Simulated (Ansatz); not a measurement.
The following input was run with Ansatz 0.2.0.

```yaml
crystal:
  lattice:
    - [2.5051851807, 0.0, 0.0]
    - [-1.2550935903, 7.022947269, 0.0]
    - [0.0, 0.0, 21.8825757445]
  atoms:
    - { symbol: "N", position: [0.9688621645, 0.9362999062, 0.3427384458] }
    - { symbol: "N", position: [0.9688621645, 0.4362999062, 0.3427384458] }
    - { symbol: B, position: [0.4529572661, 0.9044291036, 0.3742060776] }
    - { symbol: B, position: [0.4529572661, 0.4044291036, 0.3742060776] }
    - { symbol: "N", position: [0.4219847511, 0.8407392227, 0.4370902713] }
    - { symbol: "N", position: [0.4219847511, 0.3407392227, 0.4370902713] }
    - { symbol: B, position: [0.9219057085, 0.816846428, 0.4683111773] }
    - { symbol: B, position: [0.9116603721, 0.3126873671, 0.4646442654] }
    - { symbol: "N", position: [0.8822478102, 0.7448376306, 0.5306366764] }
    - { symbol: "N", position: [0.8694258708, 0.2569169241, 0.5315693137] }
    - { symbol: B, position: [0.3812452613, 0.7149550358, 0.5597219541] }
    - { symbol: B, position: [0.3554159633, 0.22641267, 0.5617130122] }
    - { symbol: "N", position: [0.3843880899, 0.6505168418, 0.6398561471] }
    - { symbol: "N", position: [0.2451914908, 0.1293669391, 0.6311457502] }
    - { symbol: B, position: [0.8215591525, 0.6178898104, 0.651454563] }
    - { symbol: B, position: [0.9693100983, 0.1717027191, 0.6559866954] }
basis:
  ecutwfc: 420
kpoints:
  mp_grid: { grid: [11, 4, 1] }
hamiltonian:
  xc: pbe
  dispersion: d3bj
scf:
  occupations: { method: gaussian, width: 0.05 }
output:
  forces: true
  eigenvalues: true
  write_density: true
  write_potential: true
  elf: true
  volumetric_format: npy
relax:
  adjacent_minimum: "off"
  f_tol: 0.02
  max_steps: 90
  constraints: [{ sites: [0, 1, 2, 3, 4, 5] }]
efield:
  axis: 3
  dipole_correction: true
  ramp_width: 0.04
```

Launched with
```bash
ansatz run input.yaml --threads 2 --pin off --max-ram 5120MiB --backend cpu --events-out ev --progress --plain --runs-dir out
```

The calculation used DFT PBE+D3(BJ), scalar-relativistic, plane waves, PAW in Ansatz 0.2.0.

Abridged output (iterations and final results):

```
SCF iter   1: F=—  HF=-4317.674739 eV  |F-HF|=—  |Δ(HF+E_count)|=         —  Δρ=2.73e-2  dr2=2.88e1  ethr=1.77e-3  p=0.447 e·Å  D=2.10e-1 V/Å  ΔV_dip=-4.60 eV  dr2_dipole=1.36e1  V_vac-E_F(+/−)=3.83/8.43 eV  ⟨swp⟩=10.7  Hψ=7383  notcnv=0  defer=137
efield: sawtooth ramp at fractional position 0.9794 (placed from the atoms, in the widest stretch of the axis that holds none; the zero of the levels goes with the place), width 0.0400; the density the first Hamiltonian is built on has a dipole p = 0.447 e·Å; the dipole correction subtracts the counter field D = 2.10e-1 V/Å, which shifts the + side's vacuum level by -4.60 eV against the − side's; the planar-averaged density in the ramp window peaks in size at 8.9e-5 e/Å³
SCF iter   2: F=—  HF=-4319.837144 eV  |F-HF|=—  |Δ(HF+E_count)|=    2.16e0  Δρ=8.22e-2  dr2=1.75e2  ethr=1.77e-3  p=0.669 e·Å  D=3.14e-1 V/Å  ΔV_dip=-6.88 eV  dr2_dipole=9.08e1  V_vac-E_F(+/−)=2.41/9.29 eV  ⟨swp⟩=3.0  Hψ=2194  notcnv=0  defer=207  recentre
SCF iter   3: F=—  HF=-4317.143595 eV  |F-HF|=—  |Δ(HF+E_count)|=    2.69e0  Δρ=1.72e-2  dr2=2.52e0  ethr=1.77e-3  p=0.465 e·Å  D=2.19e-1 V/Å  ΔV_dip=-4.78 eV  dr2_dipole=7.89e-4  V_vac-E_F(+/−)=3.76/8.54 eV  ⟨swp⟩=2.8  Hψ=2096  notcnv=0  defer=203
SCF iter   4: F=—  HF=-4316.943834 eV  |F-HF|=—  |Δ(HF+E_count)|=   2.00e-1  Δρ=1.01e-2  dr2=8.79e-1  ethr=1.77e-3  p=0.469 e·Å  D=2.21e-1 V/Å  ΔV_dip=-4.83 eV  dr2_dipole=2.79e-3  V_vac-E_F(+/−)=3.77/8.60 eV  ⟨swp⟩=1.9  Hψ=1347  notcnv=0  defer=194
SCF iter   5: F=—  HF=-4316.862631 eV  |F-HF|=—  |Δ(HF+E_count)|=   8.12e-2  Δρ=5.68e-3  dr2=3.08e-1  ethr=1.37e-3  p=0.452 e·Å  D=2.12e-1 V/Å  ΔV_dip=-4.64 eV  dr2_dipole=3.19e-2  V_vac-E_F(+/−)=3.96/8.60 eV  ⟨swp⟩=2.6  Hψ=1164  notcnv=0  defer=194
SCF iter   6: F=—  HF=-4316.850326 eV  |F-HF|=—  |Δ(HF+E_count)|=   1.23e-2  Δρ=3.71e-3  dr2=9.79e-2  ethr=4.82e-4  p=0.446 e·Å  D=2.10e-1 V/Å  ΔV_dip=-4.59 eV  dr2_dipole=3.90e-4  V_vac-E_F(+/−)=3.98/8.57 eV  ⟨swp⟩=2.1  Hψ=1409  notcnv=0  defer=208
SCF iter   7: F=—  HF=-4316.849685 eV  |F-HF|=—  |Δ(HF+E_count)|=   6.41e-4  Δρ=3.48e-3  dr2=1.07e-1  ethr=1.53e-4  p=0.438 e·Å  D=2.06e-1 V/Å  ΔV_dip=-4.50 eV  dr2_dipole=1.47e-5  V_vac-E_F(+/−)=4.04/8.54 eV  ⟨swp⟩=2.0  Hψ=1040  notcnv=0  defer=208
SCF iter   8: F=—  HF=-4316.843562 eV  |F-HF|=—  |Δ(HF+E_count)|=   6.12e-3  Δρ=3.07e-3  dr2=6.11e-2  ethr=1.53e-4  p=0.433 e·Å  D=2.03e-1 V/Å  ΔV_dip=-4.45 eV  dr2_dipole=2.18e-3  V_vac-E_F(+/−)=4.07/8.53 eV  ⟨swp⟩=1.5  Hψ=926  notcnv=0  defer=208
SCF iter   9: F=—  HF=-4316.844219 eV  |F-HF|=—  |Δ(HF+E_count)|=   6.56e-4  Δρ=3.84e-3  dr2=8.84e-2  ethr=9.55e-5  p=0.434 e·Å  D=2.04e-1 V/Å  ΔV_dip=-4.46 eV  dr2_dipole=1.29e-6  V_vac-E_F(+/−)=4.07/8.54 eV  ⟨swp⟩=1.5  Hψ=931  notcnv=0  defer=208
SCF iter  10: F=—  HF=-4316.842133 eV  |F-HF|=—  |Δ(HF+E_count)|=   2.09e-3  Δρ=2.84e-3  dr2=5.36e-2  ethr=9.55e-5  p=0.432 e·Å  D=2.03e-1 V/Å  ΔV_dip=-4.44 eV  dr2_dipole=2.59e-4  V_vac-E_F(+/−)=4.10/8.54 eV  ⟨swp⟩=1.4  Hψ=1080  notcnv=0  defer=210
SCF iter  11: F=—  HF=-4316.840829 eV  |F-HF|=—  |Δ(HF+E_count)|=   1.30e-3  Δρ=1.04e-3  dr2=6.58e-3  ethr=8.38e-5  p=0.428 e·Å  D=2.01e-1 V/Å  ΔV_dip=-4.41 eV  dr2_dipole=8.70e-4  V_vac-E_F(+/−)=4.12/8.53 eV  ⟨swp⟩=1.4  Hψ=1066  notcnv=0  defer=206
SCF iter  12: F=—  HF=-4316.840446 eV  |F-HF|=—  |Δ(HF+E_count)|=   3.84e-4  Δρ=4.50e-4  dr2=1.54e-3  ethr=1.03e-5  p=0.430 e·Å  D=2.02e-1 V/Å  ΔV_dip=-4.42 eV  dr2_dipole=2.32e-4  V_vac-E_F(+/−)=4.12/8.54 eV  ⟨swp⟩=1.8  Hψ=1134  notcnv=0  defer=206
SCF iter  13: F=—  HF=-4316.840415 eV  |F-HF|=—  |Δ(HF+E_count)|=   3.07e-5  Δρ=1.62e-4  dr2=1.65e-4  ethr=2.40e-6  p=0.431 e·Å  D=2.03e-1 V/Å  ΔV_dip=-4.44 eV  dr2_dipole=3.87e-5  V_vac-E_F(+/−)=4.12/8.55 eV  ⟨swp⟩=1.9  Hψ=1289  notcnv=0  defer=206
SCF iter  14: F=—  HF=-4316.840421 eV  |F-HF|=—  |Δ(HF+E_count)|=   6.14e-6  Δρ=9.61e-5  dr2=4.49e-5  ethr=2.57e-7  p=0.433 e·Å  D=2.03e-1 V/Å  ΔV_dip=-4.45 eV  dr2_dipole=2.36e-7  V_vac-E_F(+/−)=4.11/8.56 eV  ⟨swp⟩=2.0  Hψ=1274  notcnv=0  defer=206
SCF iter  15: F=—  HF=-4316.840425 eV  |F-HF|=—  |Δ(HF+E_count)|=   4.43e-6  Δρ=8.29e-5  dr2=3.72e-5  ethr=7.02e-8  p=0.433 e·Å  D=2.04e-1 V/Å  ΔV_dip=-4.45 eV  dr2_dipole=1.13e-8  V_vac-E_F(+/−)=4.11/8.56 eV  ⟨swp⟩=1.5  Hψ=1023  notcnv=0  defer=207
SCF iter  16: F=-4316.840428 eV  HF=-4316.840429 eV  |F-HF|=1.15e-6  |Δ(HF+E_count)|=   3.39e-6  Δρ=4.32e-5  dr2=9.37e-6  ethr=1.56e-8  p=0.433 e·Å  D=2.04e-1 V/Å  ΔV_dip=-4.46 eV  dr2_dipole=1.47e-8  V_vac-E_F(+/−)=4.11/8.57 eV  ⟨swp⟩=27.6  Hψ=12837  notcnv=0
SCF iter  17: F=-4316.840430 eV  HF=-4316.840431 eV  |F-HF|=1.70e-6  |Δ(HF+E_count)|=   2.60e-6  Δρ=2.93e-5  dr2=5.75e-6  ethr=1.46e-8  p=0.433 e·Å  D=2.04e-1 V/Å  ΔV_dip=-4.46 eV  dr2_dipole=4.34e-9  V_vac-E_F(+/−)=4.11/8.57 eV  ⟨swp⟩=14.7  Hψ=9527  notcnv=0
SCF iter  18: F=-4316.840432 eV  HF=-4316.840432 eV  |F-HF|=6.98e-7  |Δ(HF+E_count)|=   3.40e-7  Δρ=1.81e-5  dr2=1.83e-6  ethr=8.98e-9  p=0.433 e·Å  D=2.04e-1 V/Å  ΔV_dip=-4.46 eV  dr2_dipole=4.71e-8  V_vac-E_F(+/−)=4.11/8.57 eV  ⟨swp⟩=13.5  Hψ=8770  notcnv=0
SCF 1 converged in 18 iterations: F = -4316.840432 eV  dr2 = 1.83e-6
relax step   1: F+E_penalty+E_count = -4316.84043247 eV  Δ(F+E_penalty+E_count) = +0.000e0 eV  max|allowed force component| = 4.585e1 eV/Å  Δτ_max = 0.0000 Å  (18 SCF iters, dr2 threshold 1.00e-5 eV, accepted)
Initial density: handed on by an earlier stage of this run
Initial wavefunctions: those handed on with the density
SCF iter   1: F=—  HF=-4327.598202 eV  |F-HF|=—  |Δ(HF+E_count)|=         —  Δρ=3.46e-2  dr2=5.18e0  ethr=3.10e-3  p=0.433 e·Å  D=2.04e-1 V/Å  ΔV_dip=-4.46 eV  dr2_dipole=1.73e-1  V_vac-E_F(+/−)=4.09/8.55 eV  ⟨swp⟩=5.8  Hψ=4099  notcnv=0  defer=143
efield: sawtooth ramp at fractional position 0.9794 (handed on by an earlier solve), width 0.0400; the density the first Hamiltonian is built on has a dipole p = 0.433 e·Å; the dipole correction subtracts the counter field D = 2.04e-1 V/Å, which shifts the + side's vacuum level by -4.46 eV against the − side's; the planar-averaged density in the ramp window peaks in size at 1.5e-6 e/Å³
SCF iter   2: F=—  HF=-4326.639377 eV  |F-HF|=—  |Δ(HF+E_count)|=   9.59e-1  Δρ=1.89e-2  dr2=3.24e0  ethr=3.10e-3  p=0.417 e·Å  D=1.96e-1 V/Å  ΔV_dip=-4.28 eV  dr2_dipole=1.25e0  V_vac-E_F(+/−)=4.28/8.57 eV  ⟨swp⟩=3.0  Hψ=2363  notcnv=0  defer=196
SCF iter   3: F=—  HF=-4326.292271 eV  |F-HF|=—  |Δ(HF+E_count)|=   3.47e-1  Δρ=4.91e-3  dr2=1.82e-1  ethr=3.10e-3  p=0.391 e·Å  D=1.84e-1 V/Å  ΔV_dip=-4.02 eV  dr2_dipole=1.36e-2  V_vac-E_F(+/−)=4.53/8.55 eV  ⟨swp⟩=2.7  Hψ=1760  notcnv=0  defer=202
SCF iter   4: F=—  HF=-4326.284385 eV  |F-HF|=—  |Δ(HF+E_count)|=   7.89e-3  Δρ=2.75e-3  dr2=6.39e-2  ethr=2.84e-4  p=0.387 e·Å  D=1.82e-1 V/Å  ΔV_dip=-3.98 eV  dr2_dipole=5.62e-3  V_vac-E_F(+/−)=4.56/8.53 eV  ⟨swp⟩=2.8  Hψ=1543  notcnv=0  defer=210
   ...
SCF iter   2: F=—  HF=-4330.799074 eV  |F-HF|=—  |Δ(HF+E_count)|=   1.23e-3  Δρ=9.60e-4  dr2=4.88e-3  ethr=1.71e-5  p=0.277 e·Å  D=1.30e-1 V/Å  ΔV_dip=-2.85 eV  dr2_dipole=6.10e-5  V_vac-E_F(+/−)=5.39/8.24 eV  ⟨swp⟩=2.3  Hψ=2052  notcnv=0  defer=205
SCF iter   3: F=—  HF=-4330.797250 eV  |F-HF|=—  |Δ(HF+E_count)|=   1.82e-3  Δρ=1.86e-4  dr2=2.13e-4  ethr=7.63e-6  p=0.280 e·Å  D=1.32e-1 V/Å  ΔV_dip=-2.88 eV  dr2_dipole=4.72e-6  V_vac-E_F(+/−)=5.36/8.24 eV  ⟨swp⟩=2.0  Hψ=1527  notcnv=0  defer=205
SCF iter   4: F=—  HF=-4330.797215 eV  |F-HF|=—  |Δ(HF+E_count)|=   3.51e-5  Δρ=7.75e-5  dr2=5.51e-5  ethr=3.33e-7  p=0.279 e·Å  D=1.31e-1 V/Å  ΔV_dip=-2.87 eV  dr2_dipole=3.06e-7  V_vac-E_F(+/−)=5.37/8.24 eV  ⟨swp⟩=2.1  Hψ=1619  notcnv=0  defer=205
SCF iter   5: F=—  HF=-4330.797223 eV  |F-HF|=—  |Δ(HF+E_count)|=   7.94e-6  Δρ=2.13e-5  dr2=1.97e-6  ethr=8.61e-8  p=0.279 e·Å  D=1.31e-1 V/Å  ΔV_dip=-2.87 eV  dr2_dipole=1.96e-9  V_vac-E_F(+/−)=5.37/8.24 eV  ⟨swp⟩=2.0  Hψ=1412  notcnv=0  defer=205
SCF iter   6: F=—  HF=-4330.797225 eV  |F-HF|=—  |Δ(HF+E_count)|=   1.68e-6  Δρ=1.80e-5  dr2=2.87e-6  ethr=3.08e-9  p=0.279 e·Å  D=1.31e-1 V/Å  ΔV_dip=-2.87 eV  dr2_dipole=5.21e-9  V_vac-E_F(+/−)=5.37/8.24 eV  ⟨swp⟩=2.0  Hψ=1476  notcnv=0  defer=205
SCF iter   7: F=—  HF=-4330.797225 eV  |F-HF|=—  |Δ(HF+E_count)|=   2.41e-8  Δρ=1.07e-5  dr2=9.89e-7  ethr=3.08e-9  p=0.279 e·Å  D=1.31e-1 V/Å  ΔV_dip=-2.87 eV  dr2_dipole=1.81e-9  V_vac-E_F(+/−)=5.37/8.24 eV  ⟨swp⟩=1.0  Hψ=899  notcnv=0  defer=205
SCF iter   8: F=—  HF=-4330.797225 eV  |F-HF|=—  |Δ(HF+E_count)|=   4.04e-7  Δρ=8.09e-6  dr2=6.01e-7  ethr=1.55e-9  p=0.279 e·Å  D=1.31e-1 V/Å  ΔV_dip=-2.87 eV  dr2_dipole=2.00e-9  V_vac-E_F(+/−)=5.37/8.24 eV  ⟨swp⟩=1.0  Hψ=899  notcnv=0  defer=205
SCF iter   9: F=—  HF=-4330.797225 eV  |F-HF|=—  |Δ(HF+E_count)|=   2.31e-7  Δρ=3.86e-6  dr2=1.13e-7  ethr=9.38e-10  p=0.279 e·Å  D=1.31e-1 V/Å  ΔV_dip=-2.87 eV  dr2_dipole=1.58e-9  V_vac-E_F(+/−)=5.37/8.24 eV  ⟨swp⟩=1.0  Hψ=899  notcnv=0  defer=205
SCF iter  10: F=-4330.797226 eV  HF=-4330.797226 eV  |F-HF|=1.32e-7  |Δ(HF+E_count)|=   6.89e-8  Δρ=2.59e-6  dr2=3.95e-8  ethr=1.56e-10  p=0.279 e·Å  D=1.31e-1 V/Å  ΔV_dip=-2.87 eV  dr2_dipole=1.20e-9  V_vac-E_F(+/−)=5.37/8.24 eV  ⟨swp⟩=16.7  Hψ=8475  notcnv=0
SCF 11 converged in 10 iterations: F = -4330.797226 eV  dr2 = 3.95e-8
relax step  11: F+E_penalty+E_count = -4330.79722566 eV  Δ(F+E_penalty+E_count) = -2.828e-4 eV  max|allowed force component| = 7.335e-3 eV/Å  Δτ_max = 0.0205 Å  (10 SCF iters, accepted)
SCF iter   1: F=—  HF=-4330.801064 eV  |F-HF|=—  |Δ(HF+E_count)|=         —  Δρ=2.21e-3  dr2=1.34e-2  ethr=2.13e-4  p=0.279 e·Å  D=1.31e-1 V/Å  ΔV_dip=-2.87 eV  dr2_dipole=9.04e-5  V_vac-E_F(+/−)=5.37/8.24 eV  ⟨swp⟩=3.0  Hψ=2498  notcnv=0  defer=206
efield: sawtooth ramp at fractional position 0.9794 (handed on by an earlier solve), width 0.0400; the density the first Hamiltonian is built on has a dipole p = 0.279 e·Å; the dipole correction subtracts the counter field D = 1.31e-1 V/Å, which shifts the + side's vacuum level by -2.87 eV against the − side's; the planar-averaged density in the ramp window peaks in size at 1.1e-6 e/Å³
SCF iter   2: F=—  HF=-4330.799495 eV  |F-HF|=—  |Δ(HF+E_count)|=   1.57e-3  Δρ=1.05e-3  dr2=5.50e-3  ethr=2.10e-5  p=0.277 e·Å  D=1.30e-1 V/Å  ΔV_dip=-2.85 eV  dr2_dipole=3.79e-5  V_vac-E_F(+/−)=5.39/8.24 eV  ⟨swp⟩=2.6  Hψ=2049  notcnv=0  defer=206
SCF iter   3: F=—  HF=-4330.797347 eV  |F-HF|=—  |Δ(HF+E_count)|=   2.15e-3  Δρ=1.91e-4  dr2=1.89e-4  ethr=8.59e-6  p=0.280 e·Å  D=1.32e-1 V/Å  ΔV_dip=-2.88 eV  dr2_dipole=1.21e-5  V_vac-E_F(+/−)=5.36/8.24 eV  ⟨swp⟩=2.0  Hψ=1564  notcnv=0  defer=206
SCF iter   4: F=—  HF=-4330.797322 eV  |F-HF|=—  |Δ(HF+E_count)|=   2.47e-5  Δρ=7.50e-5  dr2=5.69e-5  ethr=2.95e-7  p=0.279 e·Å  D=1.31e-1 V/Å  ΔV_dip=-2.87 eV  dr2_dipole=1.08e-7  V_vac-E_F(+/−)=5.37/8.24 eV  ⟨swp⟩=2.3  Hψ=1735  notcnv=0  defer=206
SCF iter   5: F=—  HF=-4330.797329 eV  |F-HF|=—  |Δ(HF+E_count)|=   6.81e-6  Δρ=2.27e-5  dr2=3.44e-6  ethr=8.90e-8  p=0.279 e·Å  D=1.31e-1 V/Å  ΔV_dip=-2.87 eV  dr2_dipole=7.88e-7  V_vac-E_F(+/−)=5.37/8.24 eV  ⟨swp⟩=2.0  Hψ=1377  notcnv=0  defer=206
SCF iter   6: F=—  HF=-4330.797331 eV  |F-HF|=—  |Δ(HF+E_count)|=   2.00e-6  Δρ=1.94e-5  dr2=3.82e-6  ethr=5.37e-9  p=0.279 e·Å  D=1.31e-1 V/Å  ΔV_dip=-2.87 eV  dr2_dipole=3.61e-7  V_vac-E_F(+/−)=5.37/8.24 eV  ⟨swp⟩=2.1  Hψ=1434  notcnv=0  defer=206
SCF iter   7: F=—  HF=-4330.797330 eV  |F-HF|=—  |Δ(HF+E_count)|=   2.73e-7  Δρ=9.24e-6  dr2=9.23e-7  ethr=5.37e-9  p=0.279 e·Å  D=1.31e-1 V/Å  ΔV_dip=-2.87 eV  dr2_dipole=1.32e-7  V_vac-E_F(+/−)=5.37/8.24 eV  ⟨swp⟩=1.0  Hψ=898  notcnv=0  defer=206
SCF iter   8: F=—  HF=-4330.797331 eV  |F-HF|=—  |Δ(HF+E_count)|=   1.03e-6  Δρ=8.88e-6  dr2=7.11e-7  ethr=1.44e-9  p=0.279 e·Å  D=1.31e-1 V/Å  ΔV_dip=-2.87 eV  dr2_dipole=3.99e-8  V_vac-E_F(+/−)=5.37/8.24 eV  ⟨swp⟩=2.4  Hψ=1403  notcnv=0  defer=206
SCF iter   9: F=—  HF=-4330.797332 eV  |F-HF|=—  |Δ(HF+E_count)|=   3.04e-7  Δρ=4.09e-6  dr2=1.13e-7  ethr=1.11e-9  p=0.279 e·Å  D=1.31e-1 V/Å  ΔV_dip=-2.87 eV  dr2_dipole=9.27e-9  V_vac-E_F(+/−)=5.37/8.24 eV  ⟨swp⟩=1.0  Hψ=898  notcnv=0  defer=206
SCF iter  10: F=-4330.797332 eV  HF=-4330.797332 eV  |F-HF|=1.95e-7  |Δ(HF+E_count)|=   1.03e-7  Δρ=3.03e-6  dr2=4.93e-8  ethr=1.56e-10  p=0.279 e·Å  D=1.31e-1 V/Å  ΔV_dip=-2.87 eV  dr2_dipole=3.35e-9  V_vac-E_F(+/−)=5.37/8.24 eV  ⟨swp⟩=17.3  Hψ=8809  notcnv=0
SCF 12 converged in 10 iterations: F = -4330.797332 eV  dr2 = 4.93e-8
relax step  12: F+E_penalty+E_count = -4330.79733201 eV  Δ(F+E_penalty+E_count) = -1.063e-4 eV  max|allowed force component| = 4.831e-3 eV/Å  Δτ_max = 0.0228 Å  (10 SCF iters, accepted)
WARN: The output density's exchange-correlation potential varies sharply where the density is thin. Do not read a vacuum level from v_tot or v_xc, or from such a field of the output density. On a cell that repeats whose density bears no net charge and no dipole along the vacuum's axis use v_es (v_loc + v_h of the components); under efield.dipole_correction with no amplitude use v_es + v_field, which holds any external_charges[].barrier, or the levels of the report's work_function block, which leave it out; under a non-zero efield.amplitude the vacuum is tilted and has no level; on a cell that repeats and bears such a dipole with no correction it is tilted too, and efield.dipole_correction wi ...
SCF converged after 10 iterations
Free energy (F): -4330.797332 eV
Harris-Foulkes:  -4330.797332 eV  (|F-HF|=1.95e-7)
Internal energy: -4330.778239 eV  (E = F + TS)
E sigma→0 (E₀):  -4330.787785 eV
Entropy (-TS):   -0.019093 eV (-1.193 meV/atom)
Fermi energy:    -2.316034 eV
Dipole field:    D = 0.131152 V/Å  (p = 0.279042 e·Å, saw-weighted, corrected)
Work function:   Φ+ = 5.3687 eV   Φ− = 8.2386 eV
Levels:          The Fermi level and band energies are counted from a zero that moves with the ramp; work functions are not
--- Per-component energies (eV) ---
  E_band       = -609.763098
  E_kinetic    = 1448.481618
  E_local      = -33047.172810  (includes V_loc(G=0)·N_el)
  E_nonlocal   = 464.886738
  E_hartree    = 15804.845069
  E_xc         = -731.326922
  E_vxc        = -906.558990  (∫ρ·V_xc dr)
  E_paw        = -1651.850846  (= ΣΔE_a)
  E_vpaw       = -179.707266  (= ΣTr[D̂ρ^β])
  E_aug_tail   = 0.000778  (compensation charges beyond the density's cutoff)
  E_efield     = 0.018298  (sawtooth field / dipole correction)
  E_vefield    = 0.631229  (∫n·V_field dr)
  E_ewald      = 13383.115285
  E_disp       = -1.775449  (pairwise vdW)
  E_smearing   = -0.019093  (= −TS)
--- Forces (eV/Å), atoms counted from 1 ---
  atom   1  N      0.01831939    -0.30658814     1.39969852
  atom   2  N     -0.01595249    -0.34503289     1.40740772
  atom   3  B      0.03777812     0.46566249    -2.57889586
  atom   4  B     -0.03924871     0.72214467    -2.49126028
  atom   5  N      0.72213393     0.00207463     1.26583795
  atom   6  N     -0.72298015    -0.53916701     0.99964267
  atom   7  B     -0.00187767     0.00348997     0.00195585
  atom   8  B      0.00114322    -0.00483091    -0.00338053
  atom   9  N      0.00148635    -0.00465549     0.00168815
  atom  10  N     -0.00048067     0.00356206     0.00075616
  atom  11  B     -0.00243361     0.00397085    -0.00433119
  atom  12  B     -0.00034780     0.00156486     0.00381926
  atom  13  N      0.00144384     0.00367334     0.00064809
  atom  14  N      0.00138150    -0.00320074    -0.00352404
  atom  15  B     -0.00120799    -0.00181893    -0.00029982
  atom  16  B      0.00084013    -0.00089972     0.00030181
--- Band table (eV; the first three rows and the last of 23) ---
  k-point 0: bands = ["-20.6016", "-20.2586", "-19.7435", "-19.3853", "-18.5579", "-18.2372", "-16.7765", "-16.6788", "-11.3924", "-10.7521", "-9.4252", "-8.8896", "-8.5056", "-7.7896", "-6.8546", "-6.8437", "-6.7964", "-6.7116", "-6.1651", "-6.0437", "-5.8908", "-5.8008", "-5.5724", "-5.0484", "-4.8480", "-4.3973", "-4.2421", "-4.1057", "-4.0918", "-3.5495", "-2.8369", "-2.3195", "-2.2985", "1.1333", "2.4235", "2.8745", "3.0771", "3.2168", "3.6253", "4.0461", "4.9201", "5.2635", "5.4023", "5.7487", "5.9742", "6.1798", "6.3736", "6.8411"]
  k-point 1: bands = ["-20.5641", "-20.3125", "-19.7085", "-19.4183", "-18.5180", "-18.2685", "-16.7619", "-16.6925", "-11.3582", "-10.7805", "-9.4142", "-8.7443", "-8.4841", "-7.7557", "-7.1589", "-6.8475", "-6.7900", "-6.6561", "-6.2781", "-6.0470", "-5.8879", "-5.7827", "-5.5167", "-5.0530", "-4.8453", "-4.5560", "-4.1403", "-4.1059", "-4.0840", "-3.6229", "-2.7779", "-2.3324", "-2.2892", "1.3237", "2.4866", "3.0144", "3.2016", "3.4364", "3.7045", "4.2742", "4.7444", "5.0214", "5.2646", "5.6400", "5.8685", "6.2069", "6.3653", "6.4682"]
  k-point 2: bands = ["-20.4999", "-20.3917", "-19.6665", "-19.4593", "-18.4642", "-18.3140", "-16.7306", "-16.7229", "-11.3201", "-10.8130", "-9.4048", "-8.5910", "-8.3386", "-7.9467", "-7.2315", "-6.8534", "-6.7707", "-6.7294", "-6.4280", "-6.0491", "-5.8859", "-5.7878", "-5.3335", "-5.0569", "-4.8563", "-4.7871", "-4.1077", "-4.0969", "-3.9251", "-3.7840", "-2.7247", "-2.3478", "-2.2774", "1.5571", "2.4883", "2.9607", "3.5707", "3.7078", "4.0956", "4.1851", "4.7167", "4.9600", "5.1284", "5.3444", "5.5971", "6.2078", "6.2367", "6.4121"]
  k-point 22: bands = ["-18.1327", "-17.8994", "-17.7467", "-17.5102", "-17.4203", "-17.2704", "-15.8498", "-15.7922", "-11.7103", "-11.4730", "-11.2450", "-11.1651", "-10.6145", "-10.4109", "-9.5316", "-9.4356", "-8.7719", "-8.2869", "-7.8960", "-7.6323", "-7.1983", "-7.1136", "-5.2815", "-4.6985", "-4.2831", "-3.9795", "-3.7809", "-3.5952", "-3.5104", "-2.8796", "-2.8759", "-2.1747", "-1.7798", "-0.2717", "1.3965", "2.0193", "2.2038", "2.3796", "2.7676", "3.2300", "3.7536", "5.6973", "6.8406", "7.4662", "7.6695", "7.8609", "8.0437", "8.5877"]
--- Relaxed structure (12 steps of the walk, 12 accepted, 0 SCFs on fresh bases) ---
  F+E_penalty+E_count = -4330.79733201 eV   max|allowed force component| = 4.831e-3 eV/Å
  atoms:
    - { symbol: N, position: [0.9688621645, 0.9362999062, 0.34273844] }
    - { symbol: N, position: [0.96886216, 0.4362999062, 0.34273844] }
    - { symbol: B, position: [0.4529572661, 0.90442910, 0.3742060776] }
    - { symbol: B, position: [0.4529572661, 0.4044291036, 0.3742060776] }
    - { symbol: N, position: [0.4219847511, 0.8407392227, 0.43709027] }
    - { symbol: N, position: [0.4219847511, 0.3407392227, 0.43709027] }
    - { symbol: B, position: [0.92079766, 0.82371616, 0.46955199] }
    - { symbol: B, position: [0.89557716, 0.30227631, 0.46750444] }
    - { symbol: N, position: [0.93926466, 0.78841351, 0.53513585] }
    - { symbol: N, position: [0.82732512, 0.23578578, 0.53038575] }
    - { symbol: B, position: [0.43271325, 0.76156127, 0.56709767] }
    - { symbol: B, position: [0.31610015, 0.22730954, 0.56350556] }
    - { symbol: N, position: [0.42391509, 0.67739957, 0.62810799] }
    - { symbol: N, position: [0.29564756, 0.25791650, 0.62965174] }
    - { symbol: B, position: [0.88979119, 0.59037154, 0.64737213] }
    - { symbol: B, position: [0.83004221, 0.34594871, 0.64899515] }
```

The relaxation met its thresholds.

It took 12 min on 2 threads of Intel(R) Xeon(R) Processor @ 2.50GHz (Skylake/Cascade Lake), on a shared host, peak memory 0.77 GiB.

Spin polarisation was left out, and a magnetic state may lie lower.